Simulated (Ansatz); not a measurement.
# H11C20F: the cost of one run

Method: DFT PBE, plane waves, PAW, scalar-relativistic, no spin polarisation, in Ansatz 0.2.0.

### 1 The system as given

The cell holds 32 atoms (C20H11F): a = 5.049 Å, b = 5.049 Å, c = 17.136 Å, α = 90.00°, β = 90.00°, γ = 90.00°.

Its coordinates follow in the input file.

### 2 Relaxing end A

Input file input.yaml:

```yaml
crystal:
  lattice:
    - [5.048742, 0.0, 0.0]
    - [0.0, 5.048742, 0.0]
    - [0.0, 0.0, 17.135561]
  atoms:
    - { symbol: H, position: [0.4277868, 0.0, 0.0583582] }
    - { symbol: H, position: [0.0722132, 0.0, 0.0583582] }
    - { symbol: H, position: [0.9277868, 0.0, 0.0583582] }
    - { symbol: H, position: [0.5722132, 0.0, 0.0583582] }
    - { symbol: H, position: [0.4277868, 0.5, 0.0583582] }
    - { symbol: H, position: [0.0722132, 0.5, 0.0583582] }
    - { symbol: H, position: [0.9277868, 0.5, 0.0583582] }
    - { symbol: H, position: [0.5722132, 0.5, 0.0583582] }
    - { symbol: C, position: [0.25, 0.0, 0.0953981] }
    - { symbol: C, position: [0.75, 0.0, 0.0953981] }
    - { symbol: C, position: [0.25, 0.5, 0.0953981] }
    - { symbol: C, position: [0.75, 0.5, 0.0953981] }
    - { symbol: C, position: [0.25, 0.25, 0.1474828] }
    - { symbol: C, position: [0.75, 0.25, 0.1474828] }
    - { symbol: C, position: [0.25, 0.75, 0.1474828] }
    - { symbol: C, position: [0.75, 0.75, 0.1474828] }
    - { symbol: C, position: [0.0, 0.25, 0.1995674] }
    - { symbol: C, position: [0.5, 0.25, 0.1995674] }
    - { symbol: C, position: [0.0, 0.75, 0.1995674] }
    - { symbol: C, position: [0.5, 0.75, 0.1995674] }
    - { symbol: C, position: [0.0, 0.0, 0.2516521] }
    - { symbol: C, position: [0.5, 0.0, 0.2516521] }
    - { symbol: C, position: [0.0, 0.5, 0.2516521] }
    - { symbol: C, position: [0.5, 0.5, 0.2516521] }
    - { symbol: C, position: [0.25, 0.0969069, 0.297901] }
    - { symbol: C, position: [0.75, 0.0969069, 0.297901] }
    - { symbol: C, position: [0.25, 0.4030931, 0.297901] }
    - { symbol: C, position: [0.75, 0.4030931, 0.297901] }
    - { symbol: H, position: [0.75, 0.0208818, 0.3580601] }
    - { symbol: H, position: [0.25, 0.4791182, 0.3580601] }
    - { symbol: H, position: [0.75, 0.4791182, 0.3580601] }
    - { symbol: F, position: [0.9178599, 0.6634169, 0.3399691] }
basis:
  ecutwfc: 420.0
kpoints:
  mp_grid: { grid: [2, 2, 1] }
hamiltonian:
  xc: pbe
  pseudopotentials: { kind: paw, azcp: { folder: soft_1 } }
scf:
  occupations: { method: gaussian, width: 0.02 }
  lower_state_search: "off"
relax:
  f_tol: 0.03
  max_steps: 60
  adjacent_minimum: "off"
  constraints: [{ sites: [0, 1, 2, 3, 4, 5, 6, 7, 8, 9, 10, 11, 12, 13, 14, 15] }]
output:
  write_density: true
  write_potential: true
  elf: true
  volumetric_format: npy
```

Started as:

```console
$ ansatz run input.yaml --threads 1 --pin off --max-ram 3072MiB --backend cpu --events-out ev --progress --plain --runs-dir out
```

**Question.** How long does this run take on 1 thread of Intel Xeon Platinum 8259CL at 2.50GHz (Skylake/Cascade Lake), shared host, and how much memory does it need?

About 2.8 min, with a peak of 0.7 GiB.
